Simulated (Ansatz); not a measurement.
input.yaml (Ansatz)

```yaml
crystal:
  lattice:
    - [2.2974203238, 0.0, 0.0]
    - [0.0, 2.2974203238, 0.0]
    - [0.0, 0.0, 3.3932881731]
  atoms:
    - { symbol: Fe, position: [1.0, 1.0, 0.0], spin: 1.129 }
    - { symbol: Fe, position: [0.5, 0.5, 0.5], spin: -1.129 }
hamiltonian:
  xc: mr2scan
  pseudopotentials:
    kind: paw
    azcp:
      Fe: "pseudopotentials/Fe.paw.azcp"
basis:
  ecutwfc: 500
  fft_grid_basis: typed
kpoints:
  mp_grid: { grid: [15, 15, 10], shift: [0, 0, 0] }
magnetization:
  spin_polarized: true
scf:
  occupations: { method: fermi_dirac, width: 0.05 }
  lower_state_search: "off"
output:
  stress: true
```

Terminal output

```
Engine: ansatz 0.2.0, aarch64-unknown-linux-gnu
Pseudopotentials: kind: paw
Pseudopotential: Fe, paw, valence charge 16, recommended cutoff 500 eV (meta_gga) 
Functional definition: m-r2SCAN
  exchange = m_r2scan_x
  correlation = m_r2scan_c
Crystal: 2 atoms, lattice volume = 17.910 Å³
Basis set: ecut = 500 eV, 477 PW (Γ), exchange–correlation on 72×72×100 points (64 copies of the dense FFT grid, shifted against one another)
Bands: 22, of which v1, the nominal top of the filled ones, is band 16 counted from 1 (15 counted from 0)
Symmetry: 16 space group operations
Space group: P4/mmm (ITA 123), of the structure as read, at distance tolerance 2.6e-5 Å
Magnetic group: BNS 123.350 (UNI 1010), of the structure as read, at distance tolerance 2.6e-5 Å
k-points: 216 of 2250
Non-local potential: Fe, projectors of the file, l = 0: 3, l = 1: 2, l = 2: 3, l = 3: 1
PAW form: soft (Blöchl's): semilocal exchange-correlation on the pseudo side does not see the compensation charge
PAW frozen core: Fe, regenerated for the run's functional (the file was generated under x = pbe(κ = 0.804, μ = 0.2195149727645171), c = pbe(β = 0.06672455060314922))
PAW one-centre angular grid: Fe, 590 points (default); XC on 160 Gauss nodes
Initial density: superposition of atomic densities (chi_scale 0.1, normalization cell)
Starting moments: Σ|m| = 2.258 μB on 2 of 2 sites
Starting magnetic order: antiferromagnet; a translation exchanges its spin sublattices: spin-degenerate at every k-point
Initial wavefunctions: pseudopotential atomic-orbital guess
Functional: x = mr2scan, c = mr2scan; τ floored in thin density (d = 2e-4 eV/Å³)
the translation (0.5, 0.5, 0.5) carries every atom to within crystal.symmetry.tolerance of an atom of its element with the starting moment reversed, but both spin channels are solved: the dense FFT box has an odd point count along it
SCF iter   1: F=-8968.986066 eV  HF=-8970.281463 eV  |F-HF|=1.30e0  |Δ(HF+E_count)|=         —  Δρ=7.55e-2 (↑7.55e-2 ↓7.55e-2)  dr2=1.94e0  dr2_τ=4.81e-2  dr2_m=1.82e-1  M=-0.000 μB ∫|m|=1.646 μB  β_m=0.30  ethr=3.10e-3  ⟨swp⟩=5.1  Hψ=39904  notcnv=0
SCF iter   2: F=-8969.888365 eV  HF=-8970.060846 eV  |F-HF|=1.72e-1  |Δ(HF+E_count)|=   2.21e-1  Δρ=3.51e-2 (↑3.51e-2 ↓3.51e-2)  dr2=3.44e-1  dr2_τ=1.33e-2  dr2_m=7.83e-2  M=-0.000 μB ∫|m|=1.673 μB  β_m=0.30  ethr=3.10e-3  ⟨swp⟩=3.0  Hψ=19155  notcnv=0  defer=120  κ⁻¹=1.0e0(r=1)
SCF iter   3: F=-8970.019951 eV  HF=-8970.007727 eV  |F-HF|=1.22e-2  |Δ(HF+E_count)|=   5.31e-2  Δρ=1.84e-2 (↑1.82e-2 ↓1.84e-2)  dr2=2.59e-2  dr2_τ=2.59e-3  dr2_m=4.60e-2  M=-0.000 μB ∫|m|=1.651 μB  β_m=0.30  ethr=1.07e-3  ⟨swp⟩=2.1  Hψ=16034  notcnv=0  defer=120  κ⁻¹=7.2e-4(r=2)
SCF iter   4: F=-8970.026411 eV  HF=-8970.036408 eV  |F-HF|=1.00e-2  |Δ(HF+E_count)|=   2.87e-2  Δρ=1.84e-2 (↑1.84e-2 ↓1.48e-2)  dr2=4.97e-2  dr2_τ=9.29e-4  dr2_m=2.63e-2  M=0.007 μB ∫|m|=1.638 μB  β_m=0.30  ethr=8.08e-5  ⟨swp⟩=3.0  Hψ=22344  notcnv=0  defer=120  κ⁻¹=3.6e-4(r=3)
SCF iter   5: F=-8970.037487 eV  HF=-8970.041538 eV  |F-HF|=4.05e-3  |Δ(HF+E_count)|=   5.13e-3  Δρ=1.51e-2 (↑1.38e-2 ↓1.51e-2)  dr2=3.30e-2  dr2_τ=9.29e-4  dr2_m=2.10e-2  M=-0.001 μB ∫|m|=1.603 μB  β_m=0.30  ethr=8.08e-5  ⟨swp⟩=1.6  Hψ=13981  notcnv=0  defer=99  κ⁻¹=3.1e-5(r=4)
SCF iter   6: F=-8970.047526 eV  HF=-8970.040573 eV  |F-HF|=6.95e-3  |Δ(HF+E_count)|=   9.66e-4  Δρ=1.09e-2 (↑1.09e-2 ↓1.09e-2)  dr2=9.08e-4  dr2_τ=5.35e-4  dr2_m=1.92e-2  M=0.001 μB ∫|m|=1.564 μB  β_m=0.30  ethr=8.08e-5  ⟨swp⟩=2.0  Hψ=16356  notcnv=0  defer=94  κ⁻¹=6.6e-6(r=5)
...
iter 31 did not close the SCF: its close was put off for a magnetic moment that had not settled (scf_convergence_deferred on its scf_iter line)
SCF iter  31: F=-8970.068900 eV  HF=-8970.068900 eV  |F-HF|=7.02e-9  |Δ(HF+E_count)|=   1.17e-8  Δρ=1.21e-6 (↑1.06e-6 ↓1.21e-6)  dr2=2.19e-10  dr2_τ=5.90e-12  dr2_m=1.36e-10  M=-0.000 μB ∫|m|=0.001 μB  β_m=1.20  ethr=2.94e-12  ⟨swp⟩=1.6  Hψ=28180  notcnv=0  κ⁻¹=2.5e-7(r=8)
SCF iter  32: F=-8970.068900 eV  HF=-8970.068900 eV  |F-HF|=1.48e-9  |Δ(HF+E_count)|=   1.08e-8  Δρ=4.65e-7 (↑4.53e-7 ↓4.65e-7)  dr2=5.36e-12  dr2_τ=6.82e-13  dr2_m=2.86e-11  M=-0.000 μB ∫|m|=0.000 μB  ethr=1.00e-12  ⟨swp⟩=1.1  Hψ=28846  notcnv=0
WARN: the starting moments were not kept: the SCF closed with an absolute magnetisation of 2.6e-4 μB, where they sum to 2.258 μB in size (2 sites). That is at most 0.1 of that sum. Measured as dr2_m measures the in/out step, that magnetisation stands 6.2e-8 eV from none, at or under the dr2_threshold of 1.0e-7 eV: it is no larger than a step whose dr2_m would equal this threshold. The system may hold no moment; this SCF shows only that its start led to no more than that. To try another start: raise the starting moments (crystal.atoms[].spin, magnetization.per_species, magnetization.initial_magnetization, or on a non-collinear deck that types none of these the spinor_matrix: blocks that start its atoms; where the total moment is fixed, keep their sum and leave initial_magnetization as it is; typed ones take the place of any that the run laid by itself, positive ones on a crystal's lanthanoids without a Hubbard term where scf.initial_density.shell_occupations: [] is typed) or, if the notice of its spin-set hold's release reads "site moments contracting" or "site moments show no strong build", lengthen the hold (scf.mixing.spin_hold: { on: { confirm: 4 } }; for m-r²SCAN on two components see the key's manual first). Each may lead to a state that holds a moment. A second SCF, from the converged charge density, with the starting moments and any scf.initial_density.shell_occupations laid on it anew, would have followed, and was not run: the deck does not ask for one (magnetization.retry_lost_moments is false, the default). To let it run, set magnetization.retry_lost_moments: true and run the deck again, where that key's refused combinations let it; where memory then withholds it, that run's warning says so.
SCF 1 converged in 32 iterations: F = -8970.068900 eV  dr2 = 5.36e-12
this state was not tested for a lower state beside it, because the mixer in use, unlike msr1, does not test its closes by its own steps (another_mixer; see scf.mixing.algorithm and scf.lower_state_search)
SCF converged after 32 iterations
Magnetization: -0.0000 μB (16.0000 up, 16.0000 down)
Absolute magnetization: 0.0003 μB (∫|ρ↑−ρ↓|, with the PAW one-centre terms)
Spin contamination: 0.0000 ħ² per cell (⟨S²⟩ above its minimum at these occupations)
Per-site moments (μB) at R_I (Å): [(-0.00014497759517201363, 0.9476858835675), (0.00011281815918404827, 0.9476858835675)]
Free energy (F): -8970.068900 eV
Harris-Foulkes:  -8970.068900 eV  (|F-HF|=1.48e-9)
Internal energy: -8970.050301 eV  (E = F + TS)
E sigma→0 (E₀):  -8970.059600 eV
Entropy (-TS):   -0.018600 eV (-9.300 meV/atom)
Fermi energy:    24.314614 eV
--- Per-component energies (eV) ---
  E_band       = -295.048491
  E_kinetic    = 721.528901
  E_local      = -3528.532591  (includes V_loc(G=0)·N_el)
  E_nonlocal   = 429.947102
  E_hartree    = 1517.780049
  E_xc         = -233.094768
  E_vxc        = -346.626175  (∫ρ·V_xc dr)
  E_paw        = -2750.162997  (= ΣΔE_a)
  E_vpaw       = -632.078365  (= ΣTr[D̂ρ^β])
  E_aug_tail   = 0.000557  (compensation charges beyond the density's cutoff)
  E_vtau       = 25.152036  (kinetic-family band-sum trace: ∫τ·v_τ [+ j·A + Jᵃ·Aᵃ] dr)
  E_ewald      = -5126.937604
  E_core_change = -0.578950  (= ΣΔE_core)
  E_smearing   = -0.018600  (= −TS)
  E_closure    = 0.000000  (closes the sum)
  Σ components = -8970.068900   (vs F -8970.068900, Δ=0.00e0)
--- Stress (GPa, compression-positive) ---
       45.551459       0.000000       0.000000
        0.000000      45.551459       0.000000
        0.000000       0.000000      32.734986
  P = ⅓ Tr σ = 41.2793 GPa (412.793 kbar)
```
